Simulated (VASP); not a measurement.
# CdS (Fm-3m) in VASP: a series of runs

One crystal, CdS, is run at these levels: PBEsol; tasks: single point.

All numbers are computed with VASP 6.6.1; they aren't measurements. Logs are shortened: lines on timing, memory, paths and dates and some standing lists are left out, and cuts for length are marked.

## (1) The crystal as given

The structure is cubic, space group Fm-3m (No. 225). The conventional cell has a = 5.506 Å, b = 5.506 Å, c = 5.506 Å, α = 90.00°, β = 90.00°, γ = 90.00°. Cd (site symmetry m-3m) has 6 S at 2.75 Å as nearest neighbours. S (site symmetry m-3m) is surrounded by 6 Cd at 2.75 Å.

Measurements of this composition are mostly on another form, of space group No. 186.

## (2) Single point, PBEsol, spin-orbit coupling, no magnetisation

INCAR reads:

```
PREC     = Normal         # precision mode
ENCUT    = 350            # plane-wave cutoff, eV
EDIFF    = 1E-7           # SCF threshold, eV
ISMEAR   = 0              # smearing method
SIGMA    = 0.02           # smearing width, eV
LREAL    = False          # projectors in reciprocal space
LASPH    = True           # aspherical terms in the spheres
NELM     = 100            # most SCF steps
ALGO     = Normal         # electronic algorithm
ISIF     = 2              # what is computed and relaxed
LWAVE    = False          # write WAVECAR
LCHARG   = False          # write CHGCAR
MAGMOM   = 0 0 0 0 0 0    # initial moments
LORBIT   = 11             # projections on sites
LSORBIT  = True           # spin-orbit coupling
GGA_COMPAT= False        
GGA      = PS             # functional
NBANDS   = 34             # bands
```

KPOINTS reads:

```
regular mesh
0
Gamma
  7 7 7
```

POSCAR reads:

```
CdS
1.0
    0.0000000000      2.7532440000      2.7532440000
    2.7532440000      0.0000000000      2.7532440000
    2.7532440000      2.7532440000      0.0000000000
Cd S
1 1
Direct
    0.0000000000      0.0000000000      0.0000000000
    0.5000000000      0.5000000000      0.5000000000
```

Potentials or basis: VASP PAW PBE potentials, release 64 (Cd, S).

Launch:

```sh
cat potpaw_PBE.64/Cd/POTCAR potpaw_PBE.64/S/POTCAR > POTCAR
mpirun -np 1 vasp_ncl > vasp.out
```

OUTCAR:

```text
PREC = Normal
   ENCUT = 350
   EDIFF = 1E-7
   ISMEAR = 0
   LREAL = False
   LASPH = True
   NELM = 100
   ISIF = 2
   LORBIT = 11
   LSORBIT = True
   GGA = PS

 Found     20 irreducible k-points:

 Following reciprocal coordinates:
            Coordinates               Weight
  0.000000  0.000000  0.000000      1.000000
  0.142857  0.000000  0.000000      8.000000
  0.285714  0.000000  0.000000      8.000000
  0.428571  0.000000  0.000000      8.000000
  0.142857  0.142857  0.000000      6.000000
  0.285714  0.142857  0.000000     24.000000
   k-points           NKPTS =     20   k-points in BZ     NKDIM =     20   number of bands    NBANDS=     34
   number of dos      NEDOS =    301   number of ions     NIONS =      2
   total plane-waves  NPLWV =   5832
   dimension x,y,z NGX =    18 NGY =   18 NGZ =   18
   dimension x,y,z NGXF=    36 NGYF=   36 NGZF=   36
   ions per type =               1   1
   NGX,Y,Z   is equivalent  to a cutoff of   7.69,  7.69,  7.69 a.u.
   NGXF,Y,Z  is equivalent  to a cutoff of  15.37, 15.37, 15.37 a.u.
 SYSTEM =  unknown system
   PREC   = normal    normal or accurate (medium, high low for compatibility)
   ISTART =      0    job   : 0-new  1-cont  2-samecut
   ICHARG =      2    charge: 1-file 2-atom 10-const
   ISPIN  =      1    spin polarized calculation?
   LNONCOLLINEAR =      T non collinear calculations
   LSORBIT =      T    spin-orbit coupling
   LASPH  =      T    aspherical Exc in radial PAW
   ENCUT  =  350.0 eV  25.72 Ry    5.07 a.u.   5.94  5.94  5.94*2*pi/ulx,y,z
   NELM   =    100;   NELMIN=  2; NELMDL= -5     # of ELM steps
   EDIFF  = 0.1E-06   stopping-criterion for ELM
   LREAL  =      F    real-space projection
   EDIFFG = 0.1E-05   stopping-criterion for IOM
   NSW    =      0    number of steps for IOM
   IBRION =     -1    ionic relax: 0-MD 1-quasi-New 2-CG
   NFREE  =      0    steps in history (QN), initial steepest desc. (CG)
   ISIF   =      2    stress and relaxation
   ISYM   =      2    0-nonsym 1-usesym 2-fastsym
   POTIM  = 0.5000    time-step for ionic-motion
   TEBEG  =    0.0;   TEEND  =   0.0 temperature during run
   PSTRESS=    0.0 pullay stress
   NELECT =      18.0000    total number of electrons
   NUPDOWN=      -1.0000    fix difference up-down
   EMIN   =  10.00;   EMAX   =-10.00  energy-range for DOS
   EFERMI =   0.00;   METHOD = LEGACY
   ISMEAR =     0;   SIGMA  =   0.02  broadening in eV -4-tet -1-fermi 0-gaus
   EFERMI_NEDOS =   21; number of points for ismear=-14 and -15
   IALGO  =     38    algorithm
   IMIX   =      4    mixing-type and parameters
     AMIX     =   0.40;   BMIX     =  1.00
     AMIX_MAG =   1.60;   BMIX_MAG =  1.00
  volume/ion in A,a.u.               =      20.87       140.84
  Fermi-wavevector in a.u.,A,eV,Ry     =   1.236833  2.337275 20.813583  1.529755
[... 249 lines left out ...]
 -----------------------------------------------------------------------------
  energy-cutoff  :      350.00
  volume of cell :       41.74
      direct lattice vectors                 reciprocal lattice vectors
     0.000000000  2.753244000  2.753244000    -0.181603955  0.181603955  0.181603955
     2.753244000  0.000000000  2.753244000     0.181603955 -0.181603955  0.181603955
     2.753244000  2.753244000  0.000000000     0.181603955  0.181603955 -0.181603955

 POSITION                                       TOTAL-FORCE (eV/Angst)
 -----------------------------------------------------------------------------------
      0.00000      0.00000      0.00000        -0.000000      0.000000     -0.000000
      2.75324      2.75324      2.75324         0.000000     -0.000000      0.000000
 -----------------------------------------------------------------------------------
    total drift:                                0.000000     -0.000000      0.000000

  FREE ENERGIE OF THE ION-ELECTRON SYSTEM (eV)
  ---------------------------------------------------
  free  energy   TOTEN  =        -6.6412940702 eV

  energy  without entropy=       -6.6412940702  energy(sigma->0) =       -6.64129407

 Spin-Orbit-Coupling matrix elements

 Ion:    1  E_soc:     -0.0525066
 l=   1
     0.0000000    -0.0019287    -0.0019287
    -0.0019287     0.0000000    -0.0019287
    -0.0019287    -0.0019287     0.0000000
 l=   2
     0.0000000    -0.0013814     0.0000000    -0.0013814    -0.0054410
    -0.0013814     0.0000000    -0.0040807    -0.0013814    -0.0013602
     0.0000000    -0.0040807     0.0000000    -0.0040807     0.0000000
    -0.0013814    -0.0013814    -0.0040807     0.0000000    -0.0013602
    -0.0054410    -0.0013602     0.0000000    -0.0013602     0.0000000
 l=   3
     0.0000000     0.0000000     0.0000000     0.0000000     0.0000000     0.0000000     0.0000000
     0.0000000     0.0000000     0.0000000     0.0000000     0.0000000     0.0000000     0.0000000
     0.0000000     0.0000000     0.0000000     0.0000000     0.0000000     0.0000000     0.0000000
     0.0000000     0.0000000     0.0000000     0.0000000     0.0000000     0.0000000     0.0000000
     0.0000000     0.0000000     0.0000000     0.0000000     0.0000000     0.0000000     0.0000000
     0.0000000     0.0000000     0.0000000     0.0000000     0.0000000     0.0000000     0.0000000
     0.0000000     0.0000000     0.0000000     0.0000000     0.0000000     0.0000000     0.0000000

 Ion:    2  E_soc:     -0.0020920
 l=   1
     0.0000000    -0.0003487    -0.0003487
    -0.0003487     0.0000000    -0.0003487
    -0.0003487    -0.0003487     0.0000000
 l=   2
     0.0000000     0.0000000     0.0000000     0.0000000     0.0000000
     0.0000000     0.0000000     0.0000000     0.0000000     0.0000000
     0.0000000     0.0000000     0.0000000     0.0000000     0.0000000
     0.0000000     0.0000000     0.0000000     0.0000000     0.0000000
     0.0000000     0.0000000     0.0000000     0.0000000     0.0000000
 l=   3
     0.0000000     0.0000000     0.0000000     0.0000000     0.0000000     0.0000000     0.0000000
     0.0000000     0.0000000     0.0000000     0.0000000     0.0000000     0.0000000     0.0000000
     0.0000000     0.0000000     0.0000000     0.0000000     0.0000000     0.0000000     0.0000000
     0.0000000     0.0000000     0.0000000     0.0000000     0.0000000     0.0000000     0.0000000
     0.0000000     0.0000000     0.0000000     0.0000000     0.0000000     0.0000000     0.0000000
     0.0000000     0.0000000     0.0000000     0.0000000     0.0000000     0.0000000     0.0000000
     0.0000000     0.0000000     0.0000000     0.0000000     0.0000000     0.0000000     0.0000000

 total charge

# of ion       s       p       d       tot
------------------------------------------
    1        0.378   0.244   9.562  10.183
    2        1.335   2.332   0.000   3.667
--------------------------------------------------
tot          1.713   2.576   9.562  13.850

 magnetization (x)

# of ion       s       p       d       tot
------------------------------------------
    1        0.000   0.000  -0.000  -0.000
    2       -0.000   0.000   0.000  -0.000
--------------------------------------------------
tot         -0.000   0.000  -0.000  -0.000

 magnetization (y)

# of ion       s       p       d       tot
------------------------------------------
    1       -0.000   0.000   0.000  -0.000
    2        0.000  -0.000   0.000  -0.000
--------------------------------------------------
tot         -0.000  -0.000   0.000  -0.000

 magnetization (z)

# of ion       s       p       d       tot
------------------------------------------
    1       -0.000   0.000  -0.000  -0.000
    2        0.000   0.000   0.000   0.000
--------------------------------------------------
tot         -0.000   0.000  -0.000  -0.000
```

OSZICAR:

```text
N       E                     dE             d eps       ncg     rms          rms(c)
DAV:   1     0.998734274950E+02    0.99873E+02   -0.69528E+03  1416   0.725E+02
DAV:   2    -0.235684057118E+01   -0.10223E+03   -0.96249E+02  1562   0.230E+02
DAV:   3    -0.714882203295E+01   -0.47920E+01   -0.47641E+01  1608   0.517E+01
DAV:   4    -0.717764646566E+01   -0.28824E-01   -0.28815E-01  1560   0.398E+00
DAV:   5    -0.717789317818E+01   -0.24671E-03   -0.24670E-03  1638   0.353E-01    0.711E+00
DAV:   6    -0.666835956211E+01    0.50953E+00   -0.65693E-01  1788   0.112E+01    0.601E+00
DAV:   7    -0.664576546612E+01    0.22594E-01   -0.17536E-01  1556   0.283E+00    0.310E+00
DAV:   8    -0.664178640889E+01    0.39791E-02   -0.18459E-02  1516   0.154E+00    0.337E-01
DAV:   9    -0.664125450616E+01    0.53190E-03   -0.13334E-03  1616   0.516E-01    0.182E-01
DAV:  10    -0.664128475655E+01   -0.30250E-04   -0.22964E-04  1520   0.115E-01    0.489E-02
DAV:  11    -0.664129797695E+01   -0.13220E-04   -0.93012E-05  1614   0.111E-01    0.283E-02
DAV:  12    -0.664129386074E+01    0.41162E-05   -0.15936E-05  1538   0.437E-02    0.494E-03
DAV:  13    -0.664129405776E+01   -0.19702E-06   -0.16563E-06  1478   0.930E-03    0.294E-03
DAV:  14    -0.664129407024E+01   -0.12481E-07   -0.10423E-08   872   0.908E-04
   1 F= -.66412941E+01 E0= -.66412941E+01  d E =-.134659E-25  mag=     0.0000    -0.0000    -0.0000
```

Run time: 24 s. Hardware: 1 thread of Intel Xeon Platinum 8175M at 2.50GHz (Skylake/Cascade Lake), shared host; peak memory 0.16 GiB.

These settings aren't checked as converged: the numbers below hold their error.

Results:

```
Free energy                                           : -6.6413 eV
Pressure                                              : -4.5 GPa
Valence electrons inside the program's atomic spheres : Cd 10.18; S 3.67
```

Caveat: the PAW data sets were made with another functional, which shifts forces and pressure a little.

## (3) Single point, PBEsol, spin-orbit coupling, no magnetisation

INCAR, as its differences from that of step 2:

```diff
@@ -1,2 +1,2 @@
-PREC     = Normal         # precision mode
+PREC     = Accurate       # precision mode
 ENCUT    = 350            # plane-wave cutoff, eV
@@ -6,3 +6,3 @@
 LREAL    = False          # projectors in reciprocal space
-LASPH    = True           # aspherical terms in the spheres
+LASPH    = False          # aspherical terms in the spheres
 NELM     = 100            # most SCF steps
```

KPOINTS is that of step 2.

POSCAR is that of step 2.

Potentials or basis: VASP PAW PBE potentials, release 64 (Cd, S).

Launch:

```sh
cat potpaw_PBE.64/Cd/POTCAR potpaw_PBE.64/S/POTCAR > POTCAR
mpirun -np 1 vasp_ncl > vasp.out
```

Run time: 29 s. Hardware: 1 thread of Intel Xeon Platinum 8175M at 2.50GHz (Skylake/Cascade Lake), shared host; peak memory 0.2 GiB.

The run converged, but some of its settings lie outside the range that counts as converged, so its numbers aren't taken as properties of the crystal.

What came out:

```
Free energy                                           : -6.6413 eV
Pressure                                              : -4.5 GPa
Valence electrons inside the program's atomic spheres : Cd 10.18; S 3.67
```

Caveat: the PAW data sets were made with another functional, which shifts forces and pressure a little.

## (4) Single point, PBEsol, spin-orbit coupling, no magnetisation

INCAR, as its differences from that of step 3:

```diff
@@ -1,3 +1,3 @@
 PREC     = Accurate       # precision mode
-ENCUT    = 350            # plane-wave cutoff, eV
+ENCUT    = 500            # plane-wave cutoff, eV
 EDIFF    = 1E-7           # SCF threshold, eV
@@ -6,3 +6,3 @@
 LREAL    = False          # projectors in reciprocal space
-LASPH    = False          # aspherical terms in the spheres
+LASPH    = True           # aspherical terms in the spheres
 NELM     = 100            # most SCF steps
```

KPOINTS reads:

```
regular mesh
0
Gamma
  6 6 6
```

POSCAR is that of step 3.

Potentials or basis: VASP PAW PBE potentials, release 64 (Cd, S).

Launch:

```sh
cat potpaw_PBE.64/Cd/POTCAR potpaw_PBE.64/S/POTCAR > POTCAR
mpirun -np 1 vasp_ncl > vasp.out
```

OUTCAR:

```text
PREC = Accurate
   ENCUT = 500
   EDIFF = 1E-7
   ISMEAR = 0
   LREAL = False
   LASPH = True
   NELM = 100
   ISIF = 2
   LORBIT = 11
   LSORBIT = True
   GGA = PS

 Found     16 irreducible k-points:

 Following reciprocal coordinates:
            Coordinates               Weight
  0.000000  0.000000  0.000000      1.000000
  0.166667  0.000000  0.000000      8.000000
  0.333333  0.000000  0.000000      8.000000
  0.500000  0.000000  0.000000      4.000000
  0.166667  0.166667  0.000000      6.000000
  0.333333  0.166667  0.000000     24.000000
   k-points           NKPTS =     16   k-points in BZ     NKDIM =     16   number of bands    NBANDS=     34
   number of dos      NEDOS =    301   number of ions     NIONS =      2
   total plane-waves  NPLWV =  21952
   dimension x,y,z NGX =    28 NGY =   28 NGZ =   28
   dimension x,y,z NGXF=    56 NGYF=   56 NGZF=   56
   ions per type =               1   1
   NGX,Y,Z   is equivalent  to a cutoff of  11.95, 11.95, 11.95 a.u.
   NGXF,Y,Z  is equivalent  to a cutoff of  23.91, 23.91, 23.91 a.u.
 SYSTEM =  unknown system
   PREC   = accura    normal or accurate (medium, high low for compatibility)
   ISTART =      0    job   : 0-new  1-cont  2-samecut
   ICHARG =      2    charge: 1-file 2-atom 10-const
   ISPIN  =      1    spin polarized calculation?
[... 315 lines left out ...]
     0.0000000     0.0000000     0.0000000     0.0000000     0.0000000     0.0000000     0.0000000
     0.0000000     0.0000000     0.0000000     0.0000000     0.0000000     0.0000000     0.0000000
     0.0000000     0.0000000     0.0000000     0.0000000     0.0000000     0.0000000     0.0000000
     0.0000000     0.0000000     0.0000000     0.0000000     0.0000000     0.0000000     0.0000000

 Ion:    2  E_soc:     -0.0020911
 l=   1
     0.0000000    -0.0003485    -0.0003485
    -0.0003485     0.0000000    -0.0003485
    -0.0003485    -0.0003485     0.0000000
 l=   2
     0.0000000     0.0000000     0.0000000     0.0000000     0.0000000
     0.0000000     0.0000000     0.0000000     0.0000000     0.0000000
     0.0000000     0.0000000     0.0000000     0.0000000     0.0000000
     0.0000000     0.0000000     0.0000000     0.0000000     0.0000000
     0.0000000     0.0000000     0.0000000     0.0000000     0.0000000
 l=   3
     0.0000000     0.0000000     0.0000000     0.0000000     0.0000000     0.0000000     0.0000000
     0.0000000     0.0000000     0.0000000     0.0000000     0.0000000     0.0000000     0.0000000
     0.0000000     0.0000000     0.0000000     0.0000000     0.0000000     0.0000000     0.0000000
     0.0000000     0.0000000     0.0000000     0.0000000     0.0000000     0.0000000     0.0000000
     0.0000000     0.0000000     0.0000000     0.0000000     0.0000000     0.0000000     0.0000000
     0.0000000     0.0000000     0.0000000     0.0000000     0.0000000     0.0000000     0.0000000
     0.0000000     0.0000000     0.0000000     0.0000000     0.0000000     0.0000000     0.0000000

 total charge

# of ion       s       p       d       tot
------------------------------------------
    1        0.376   0.243   9.578  10.197
    2        1.335   2.335   0.000   3.669
--------------------------------------------------
tot          1.710   2.578   9.578  13.866

 magnetization (x)

# of ion       s       p       d       tot
------------------------------------------
    1        0.000   0.000   0.000   0.000
    2        0.000   0.000   0.000   0.000
--------------------------------------------------
tot          0.000   0.000   0.000   0.000

 magnetization (y)

# of ion       s       p       d       tot
------------------------------------------
    1        0.000   0.000   0.000   0.000
    2       -0.000   0.000   0.000  -0.000
--------------------------------------------------
tot         -0.000   0.000   0.000   0.000

 magnetization (z)

# of ion       s       p       d       tot
------------------------------------------
    1        0.000  -0.000   0.000  -0.000
    2        0.000  -0.000   0.000  -0.000
--------------------------------------------------
tot          0.000  -0.000   0.000  -0.000
```

OSZICAR:

```text
N       E                     dE             d eps       ncg     rms          rms(c)
DAV:   1     0.124550540387E+03    0.12455E+03   -0.86798E+03  1112   0.976E+02
DAV:   2    -0.787323093385E+00   -0.12534E+03   -0.11706E+03  1212   0.263E+02
DAV:   3    -0.713124800815E+01   -0.63439E+01   -0.62982E+01  1308   0.617E+01
DAV:   4    -0.717507716309E+01   -0.43829E-01   -0.43805E-01  1246   0.502E+00
DAV:   5    -0.717547400738E+01   -0.39684E-03   -0.39683E-03  1254   0.472E-01    0.698E+00
DAV:   6    -0.666380384810E+01    0.51167E+00   -0.66257E-01  1438   0.115E+01    0.591E+00
DAV:   7    -0.664280191797E+01    0.21002E-01   -0.17742E-01  1254   0.290E+00    0.306E+00
DAV:   8    -0.663936093629E+01    0.34410E-02   -0.18634E-02  1208   0.159E+00    0.339E-01
DAV:   9    -0.663882526992E+01    0.53567E-03   -0.13371E-03  1284   0.529E-01    0.184E-01
DAV:  10    -0.663885954202E+01   -0.34272E-04   -0.23962E-04  1218   0.120E-01    0.520E-02
DAV:  11    -0.663887320341E+01   -0.13661E-04   -0.92730E-05  1294   0.116E-01    0.264E-02
DAV:  12    -0.663886917155E+01    0.40319E-05   -0.15640E-05  1236   0.451E-02    0.535E-03
DAV:  13    -0.663886930881E+01   -0.13726E-06   -0.17566E-06  1166   0.994E-03    0.330E-03
DAV:  14    -0.663886930195E+01    0.68655E-08   -0.72611E-09   666   0.766E-04
   1 F= -.66388693E+01 E0= -.66388693E+01  d E =-.897849E-07  mag=     0.0000     0.0000    -0.0000
```

stdout:

```text
POSCAR found type information on POSCAR CdS
 POSCAR found :  2 types and       2 ions
 scaLAPACK will be used
 -----------------------------------------------------------------------------
|                                                                             |
|                                                                             |
|     You enforced a specific xc type in the INCAR file but a different       |
|     I HOPE YOU KNOW WHAT YOU ARE DOING!                                     |
|                                                                             |
 -----------------------------------------------------------------------------

 LDA part: xc-table for (Slater+PW92), standard interpolation
 POSCAR, INCAR and KPOINTS ok, starting setup
 FFT: planning ... GRIDC
 FFT: planning ... GRID_SOFT
 FFT: planning ... GRID
 WAVECAR not read
 entering main loop
```

Run time: 58 s. Hardware: 1 thread of Intel Xeon Platinum 8175M at 2.50GHz (Skylake/Cascade Lake), shared host; peak memory 0.25 GiB.

These settings aren't checked as converged: the numbers below hold their error.

Results:

| Item | Value |
| --- | --- |
| Free energy | -6.6389 eV |
| Pressure | -4.0 GPa |
| Valence electrons inside the program's atomic spheres | Cd 10.20; S 3.67 |

Caveat: the PAW data sets were made with another functional, which shifts forces and pressure a little.

## (5) Single point, PBEsol, spin-orbit coupling, no magnetisation

INCAR, as its differences from that of step 4:

```diff
@@ -1,3 +1,3 @@
 PREC     = Accurate       # precision mode
-ENCUT    = 500            # plane-wave cutoff, eV
+ENCUT    = 250            # plane-wave cutoff, eV
 EDIFF    = 1E-7           # SCF threshold, eV
```

KPOINTS reads:

```
regular mesh
0
Gamma
  9 9 9
```

POSCAR is that of step 4.

Launch:

```sh
cat potpaw_PBE.64/Cd/POTCAR potpaw_PBE.64/S/POTCAR > POTCAR
mpirun -np 1 vasp_ncl > vasp.out
```

Wall time 43 s (1 thread of Intel Xeon Platinum 8175M at 2.50GHz (Skylake/Cascade Lake), shared host); peak memory 0.17 GiB.

The run converged, but a check on its numbers failed (symmetry, net force, bounds or a known fault of this set-up), so they aren't taken as properties of the crystal.

Caveat: the cutoff lies under the usual one of these potentials, so the numbers hold a large basis-set error; the PAW data sets were made with another functional, which shifts forces and pressure a little.

## (6) For comparison

An earlier run on the cell as given: functional PBE; potentials or basis VASP PAW PBE potentials, release 64 (Cd, S); cutoff 520 eV; k mesh 8 × 8 × 8; occupations fermi-dirac, width 0.05 eV; no spin polarisation.

* Pressure: -0.1 GPa
* Band gap on the k mesh: 0.26 eV, indirect (least direct gap 1.53 eV)
